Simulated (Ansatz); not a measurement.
Point defect: In vacancy in InP

The calculation used DFT PBE, scalar-relativistic, plane waves, PAW in Ansatz. Settings: 420 eV cutoff, 2×2×2 k-mesh, shifted by half a step, Gaussian smearing of 0.02 eV, collinear spin.

Host crystal, relaxed:

```
In P
1.0
     0.00000    2.97989    2.97989
     2.97989    0.00000    2.97989
     2.97989    2.97989    0.00000
In P
1 1
Direct
  0.00000 0.00000 0.00000
  0.25000 0.25000 0.25000
```

Supercell of 32 atoms, rows in host cell vectors: 3 -1 -1; -1 3 -1; -1 -1 3. Atoms relax at the host's cell, keeping the symmetry that the supercell leaves at the site. The cell is small, so energies carry finite-size errors of tenths of an eV. The host's Kohn–Sham gap is 0.44 eV.

Starting moments were lost in some runs.

Defect: In vacancy at (0.000, 0.000, 0.000) of the host cell, charge -1.

(1) Give the relaxed supercell.

## Answers

(1)
```
CELL_PARAMETERS angstrom
-5.95979 5.95979 5.95979
5.95979 -5.95979 5.95979
5.95979 5.95979 -5.95979
ATOMIC_POSITIONS crystal
In 0.50000 0.74359 0.75055
In 0.50000 0.00000 0.50000
In 0.74359 0.25055 0.00000
In 0.50000 0.25055 0.24359
In 0.74359 0.50000 0.75055
In 0.74945 0.74945 0.49304
In 0.00000 0.00000 0.00000
In 0.74945 0.99304 0.24945
In 0.00696 0.25641 0.75641
In 0.00000 0.50000 0.50000
In 0.25055 0.74359 0.00000
In 0.99304 0.74945 0.24945
In 0.25641 0.00696 0.75641
In 0.25641 0.25641 0.50696
In 0.25055 0.50000 0.24359
P 0.26418 0.50000 0.00000
P 0.25119 0.75097 0.75119
P 0.24903 0.00022 0.50022
P 0.50000 0.26418 0.00000
P 0.25119 0.25119 0.25097
P 0.50000 0.50000 0.76418
P 0.50000 0.74881 0.49978
P 0.74881 0.99978 0.00000
P 0.50000 0.99978 0.24881
P 0.75097 0.25119 0.75119
P 0.74881 0.50000 0.49978
P 0.99978 0.74881 0.00000
P 0.73582 0.73582 0.23582
P 0.00022 0.00022 0.74903
P 0.00022 0.24903 0.50022
P 0.99978 0.50000 0.24881
```
Around the defect: 4 P at 2.43 Å. The run ended with a moment of 2.00 μB, which may not be the ground spin state.